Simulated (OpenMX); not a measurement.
Runs of OpenMX 3.8.5 on Nb. The structure is cubic, space group Im-3m (No. 229). Conventional cell: a = 3.328 Å, b = 3.328 Å, c = 3.328 Å, α = 90.00°, β = 90.00°, γ = 90.00°. Around Nb (site symmetry m-3m) lie 8 Nb at 2.88 Å. 

```csv
task,level,potentials or basis,spin,k mesh,SCF threshold,max SCF cycles,"grid points, held for all volumes",pressure (GPa),V0 of scaled cells (Å³/atom),B0 (GPa)
band structure,PBE,"OpenMX 2013 PBE set, Nb7.0-s3p2d2f1, grid cutoff 400 Ry",off,9 × 9 × 9,1e-08 Ha,100,-,(a),-,-
band structure,PBE,"OpenMX 2013 PBE set, Nb7.0-s3p2d2, grid cutoff 400 Ry",off,9 × 9 × 9,1e-08 Ha,100,-,-0.5,-,-
equation of state,LDA,"OpenMX 2013 LDA set, Nb7.0-s3p2d2, fixed grid of 28 × 28 × 28 points",off,11 × 11 × 11,1e-08 Ha,-,28 × 28 × 28,-,17.51,204
band structure,PBE,"OpenMX 2013 PBE set, Nb7.0-s3p2d2f1, grid cutoff 400 Ry",off,11 × 11 × 11,1e-08 Ha,100,-,-2.0,-,-
band structure,LDA,"OpenMX 2013 LDA set, Nb7.0-s3p2d2, grid cutoff 400 Ry",off,11 × 11 × 11,1e-08 Ha,100,-,(c),-,-
band structure,PBE,"OpenMX 2013 PBE set, Nb7.0-s3p2d1, grid cutoff 400 Ry",off,9 × 9 × 9,1e-08 Ha,100,-,-1.3,-,-
equation of state,PBE,"OpenMX 2013 PBE set, Nb7.0-s3p2d2f1, fixed grid of 28 × 28 × 28 points",off,11 × 11 × 11,1e-08 Ha,-,28 × 28 × 28,-,(b),181
band structure,PBE,"OpenMX 2013 PBE set, Nb7.0-s3p2d2, grid cutoff 400 Ry",off,11 × 11 × 11,1e-08 Ha,100,-,0.2,-,-
```

Alike in all rows: cell as given; smearing fermi-dirac 0.05 eV.

Fill in the values left out.

(a) -2.9; (b) 18.22; (c) -9.5.

Caveats: the basis of atomic orbitals isn't converged, which shifts pressures, moduli and gaps; volumes in these bases differ from converged ones by about 1 %, for some elements by several (some runs).
